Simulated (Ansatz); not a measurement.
Molecular dynamics on a 2×2×2 supercell (16 atoms) of BeS (zincblende), relaxed with r2SCAN. Forces come from r2SCAN in Ansatz: constant energy and volume (NVE), velocities drawn at 450 K, steps of 3 fs. Computed, non-magnetic; the trajectory is short and the cell small, so nothing here is a converged average.

```yaml
crystal:
  lattice:
    - [0.0, 4.8686124607, 4.8686124607]
    - [4.8686124607, 0.0, 4.8686124607]
    - [4.8686124607, 4.8686124607, 0.0]
  atoms:
    - { symbol: Be, position: [0.0, 0.0, 0.0] }
    - { symbol: S, position: [0.125, 0.125, 0.125] }
    - { symbol: Be, position: [0.0, 0.0, 0.5] }
    - { symbol: S, position: [0.125, 0.125, 0.625] }
    - { symbol: Be, position: [0.0, 0.5, 0.0] }
    - { symbol: S, position: [0.125, 0.625, 0.125] }
    - { symbol: Be, position: [0.0, 0.5, 0.5] }
    - { symbol: S, position: [0.125, 0.625, 0.625] }
    - { symbol: Be, position: [0.5, 0.0, 0.0] }
    - { symbol: S, position: [0.625, 0.125, 0.125] }
    - { symbol: Be, position: [0.5, 0.0, 0.5] }
    - { symbol: S, position: [0.625, 0.125, 0.625] }
    - { symbol: Be, position: [0.5, 0.5, 0.0] }
    - { symbol: S, position: [0.625, 0.625, 0.125] }
    - { symbol: Be, position: [0.5, 0.5, 0.5] }
    - { symbol: S, position: [0.625, 0.625, 0.625] }
kpoints:
  mp_grid: { grid: [2, 2, 2] }
hamiltonian:
  xc: r2scan
scf:
  occupations: { method: fermi_dirac, width: 0.039 }
md:
  ensemble: nve
  temperature: 450
  timestep: 3.0
  n_steps: 20
  initial_velocities: maxwell_boltzmann
  seed: 721
```

Run as `ansatz run input.yaml --threads 4 --pin off --max-ram 3686MiB --backend cpu --events-out ev --progress --plain --runs-dir out`. Wall time 2.8 min on 4 threads of Arm Neoverse N1, with other jobs on the host, load about 0.9 per core; peak host memory 1.3 GiB.

| step | t (fs) | T (K) | free energy F from step 0 (meV/atom) | kinetic energy (meV/atom) | largest force (eV/Å) |
| --- | --- | --- | --- | --- | --- |
| 0 | 0 | 450 | 0.0 | 54.5 | 0.00 |
| 1 | 3 | 419 | 3.8 | 50.8 | 0.51 |
| 2 | 6 | 339 | 13.8 | 41.1 | 1.04 |
| 3 | 9 | 241 | 26.0 | 29.2 | 1.49 |
| 4 | 12 | 164 | 35.5 | 19.9 | 1.74 |
| 5 | 15 | 134 | 39.1 | 16.3 | 1.71 |
| 6 | 18 | 154 | 36.6 | 18.6 | 1.43 |
| 7 | 21 | 202 | 30.5 | 24.5 | 1.13 |
| 8 | 24 | 249 | 24.6 | 30.2 | 0.95 |
| 9 | 27 | 272 | 21.8 | 33.0 | 0.80 |
| 10 | 30 | 261 | 23.1 | 31.7 | 0.77 |
| 11 | 33 | 222 | 28.1 | 26.9 | 0.88 |
| 12 | 36 | 168 | 34.7 | 20.4 | 1.15 |
| 13 | 39 | 119 | 40.8 | 14.4 | 1.36 |
| 14 | 42 | 91 | 44.2 | 11.0 | 1.59 |
| 15 | 45 | 92 | 44.1 | 11.1 | 1.75 |
| 16 | 48 | 119 | 40.7 | 14.5 | 1.77 |
| 17 | 51 | 161 | 35.5 | 19.6 | 1.66 |
| 18 | 54 | 203 | 30.3 | 24.6 | 1.46 |
| 19 | 57 | 234 | 26.6 | 28.3 | 1.20 |
| 20 | 60 | 252 | 24.4 | 30.6 | 1.03 |

The temperature starts at 450 K, is lowest at step 14 (91 K, 42 fs) and ends at 252 K. The atoms start on their lattice sites with kinetic energy alone, so much of it first passes into potential energy. The conserved energy stays within 0.89 meV an atom. By the last step the atoms have moved 0.10 Å in the root mean square, the drift of the whole cell taken out, 0.16 Å at most.

Positions (Å) and forces (eV/Å) at step 20:
```
Be  -0.016   0.046   0.088     0.892   0.124  -0.508
S    1.203   1.220   1.377     0.241   0.281  -0.854
Be   2.408   2.485   0.030    -0.231  -0.600   0.024
S    3.672   3.685   1.161    -0.155  -0.556   0.616
Be   2.443  -0.040   2.484    -0.235  -0.006   0.098
S    3.708   1.194   3.660    -0.456   0.031  -0.256
Be   4.851   2.367   2.366     0.320  -0.062  -0.158
S    6.033   3.538   3.614     0.073   0.677   0.259
Be  -0.021   2.488   2.481     0.392   0.153   0.271
S    1.242   3.774   3.648     0.229  -0.511  -0.004
Be   2.532   4.935   2.340    -0.686   0.031   0.680
S    3.656   6.153   3.688    -0.245  -0.452  -0.127
Be   2.493   2.435   4.802    -0.828   0.051   0.002
S    3.613   3.625   6.083     0.011  -0.035   0.246
Be   4.765   4.771   4.850     0.733   0.500  -0.266
S    6.091   6.019   5.991    -0.056   0.374  -0.024
```
